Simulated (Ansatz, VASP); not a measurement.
One calculation of KTaO3, two programs

```
K Ta O
1.0
     3.99488    0.00000    0.00000
     0.00000    3.99488    0.00000
     0.00000    0.00000    3.99488
K Ta O
1 1 3
Direct
  0.50000 0.50000 0.50000
  0.00000 0.00000 0.00000
  0.00000 0.50000 0.00000
  0.00000 0.00000 0.50000
  0.50000 0.00000 0.00000
```

The cell is a database's computed one.

Alike in both runs: task single point; functional PBE; k mesh 4 × 4 × 4; occupations gaussian, width 0.1 eV; no spin polarisation.

|  | VASP | Ansatz |
| --- | --- | --- |
| version | VASP 6.6.1 | Ansatz 0.2.0 |
| potentials or method | VASP PAW PBE potentials, release 64 (K_sv, Ta_pv, O) | scalar-relativistic, plane waves, PAW |
| plane-wave cutoff (eV) | 520 | 420 |
| valence electrons in the cell | 38 | 40 |

|  | VASP | Ansatz | Ansatz less VASP |
| --- | --- | --- | --- |
| gap on the k mesh at the Fermi level (eV) | 2.15 | 2.19 | +0.047 |
| least direct gap on the mesh (eV) | 2.77 | 2.81 | +0.037 |
| pressure (GPa) | 5.1 | 4.4 | -0.65 |

The two sets of potentials don't hold the same shells in valence.

Caveats: spin-orbit coupling is left out, which moves the levels of the heavy elements. A k mesh can miss the band edges.
